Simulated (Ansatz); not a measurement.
All numbers below come from DFT PBE, scalar-relativistic, plane waves, PAW (Ansatz).

Plane waves to 420 eV, a k mesh through Γ of 9×9×12 on the computed 3-atom cell and Gaussian smearing (0.10 eV); no spin polarisation.

```yaml
crystal:
  lattice:
    - [7.08828, 0.00000, 0.00000]
    - [-3.54414, 6.13863, 0.00000]
    - [0.00000, 0.00000, 3.59970]
  atoms:
    - { symbol: Sr, position: [0.00000, 0.67994, 0.00000] }
    - { symbol: Sr, position: [0.32006, 0.32006, 0.00000] }
    - { symbol: Sr, position: [0.67994, 0.00000, 0.00000] }
```

Problem. Is this geometry at equilibrium? Which atom feels the largest force?

Solution. It isn't. Atom 3 (Sr) feels (-0.24, 0.00, 0.00) eV/Å, 0.241 eV/Å in size, and symmetry-related atoms feel the same size.

Problem. Give all forces and the stress.

Solution.
```
atom Fx Fy Fz
 Sr1   0.120  -0.209  0.000
 Sr2   0.120   0.209  0.000
 Sr3  -0.241   0.000  0.000
```
Stress (GPa, compression positive):
```
-0.51  0.00  0.00
 0.00 -0.51  0.00
 0.00  0.00  2.57
```

This form isn't the element's structure at ambient conditions.